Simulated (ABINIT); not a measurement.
Crystal: Ir.

```
CELL_PARAMETERS angstrom
0.00000 1.91560 1.91560
1.91560 0.00000 1.91560
1.91560 1.91560 0.00000
ATOMIC_POSITIONS crystal
Ir 0.00000 0.00000 0.00000
```

Base run:

```yaml
Program: ABINIT 10.8.3 (patched build)
Functional: PW91
Potentials_or_basis: JTH PAW PBE v2.0
Cutoff: 463 eV
k_mesh: 12 × 12 × 12
Occupations: fermi-dirac, width 0.05 eV
Spin: no spin polarisation
```

Its results: band gap on the k mesh none (metal or under the smearing width); pressure 12.3 GPa.

**Question.** After a change of settings the same cell gave: band gap on the k mesh none (metal or under the smearing width); pressure 14.5 GPa. Which change was it?
A. functional from PW91 to rPW86PBE
B. functional from PW91 to r2SCAN; cutoff from 463 eV to 544 eV; fine-grid cutoff from 925.187 eV to 1088.46 eV
C. spin from no spin polarisation to spin-orbit coupling, no magnetisation
D. functional from PW91 to r2SCAN; potentials or basis from JTH PAW PBE v2.0 to PseudoDojo NC SR PBE v0.4.1 standard; cutoff from 463 eV to 1116 eV; valence electrons from 15 to 17

**Answer.** C.

Caveats: the PAW data sets were made with another functional, which shifts forces and pressure a little; spin-orbit coupling is left out, which moves the levels of the heavy elements (some runs).

Runs at the PBE level aren't shown here.
